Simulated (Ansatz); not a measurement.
# BaS in the NiAs-type structure

Level of theory: DFT, PBEsol, scalar-relativistic, no spin polarisation; plane waves to 420 eV with PAW datasets (Ansatz 0.2.0), Γ-centred 8×8×6 mesh, 0.05 eV Gaussian smearing. The datasets are Ansatz's generated set soft_2.

```
Ba S
1.0
     4.37581    0.00000    0.00000
    -2.18791    3.78957    0.00000
     0.00000    0.00000    7.68364
Ba S
2 2
Direct
  0.00000 0.00000 0.00000
  0.00000 0.00000 0.50000
  0.33333 0.66667 0.25000
  0.66667 0.33333 0.75000
```

This is a trial structure; measured cells of the compound in the Crystallography Open Database are in space group Fm-3m (rock salt).

The cell is relaxed to zero pressure at this level.

Elastic constants come from the stress of slightly strained cells with relaxed atoms, in GPa, Voigt order xx, yy, zz, yz, xz, xy in the Cartesian frame of the vectors above.

```
70.0 33.5 24.7  0.0  0.0  0.0
33.5 70.0 24.7  0.0  0.0  0.0
24.7 24.7 92.9  0.0  0.0  0.0
 0.0  0.0  0.0 23.7  0.0  0.0
 0.0  0.0  0.0  0.0 23.7  0.0
 0.0  0.0  0.0  0.0  0.0 18.3
```

Question: Work out the Voigt, Reuss and Hill moduli.

Answer: Voigt: K = (C11 + C22 + C33 + 2(C12 + C13 + C23))/9 = 44 GPa, G = (C11 + C22 + C33 − C12 − C13 − C23 + 3(C44 + C55 + C66))/15 = 23 GPa. Reuss, from the compliances S = C⁻¹: K = 44 GPa, G = 22 GPa. Hill means: K = 44 GPa, G = 23 GPa.

Question: And Young's modulus, Poisson's ratio, Pugh's ratio and the anisotropy?

Answer: E = 9KG/(3K + G) = 58 GPa, ν = (3K − 2G)/(6K + 2G) = 0.28, K/G = 1.95 (over the 1.75 that Pugh's rule, made for metals, takes as the line between brittle and ductile), universal anisotropy index 5G_V/G_R + K_V/K_R − 6 = 0.22. The eigenvalues of C are 18.3, 24, 24, 36, 63, 134 GPa, all positive.

Question: What sound velocities and Debye temperature follow for a polycrystal?

Answer: With a density of 4.415 g/cm³ (mean mass 84.7 u, 31.85 Å³/atom), K = 44.2 and G = 22.67 GPa from the unrounded constants, v_l = √((K + 4G/3)/ρ) = 4110 m/s and v_t = √(G/ρ) = 2270 m/s. The mean [(1/v_l³ + 2/v_t³)/3]^(−1/3) is 2530 m/s, and θ_D = (ħ/k_B)(6π²/V)^(1/3) v_m ≈ 240 K, with V the volume an atom. This is the low-temperature, elastic estimate.

The equation of state, an independent route, gives B0 = 44 GPa; its match is the Reuss value, 44 GPa, which holds for uniform pressure.

 Spin–orbit coupling, which matters for such heavy elements, is left out.
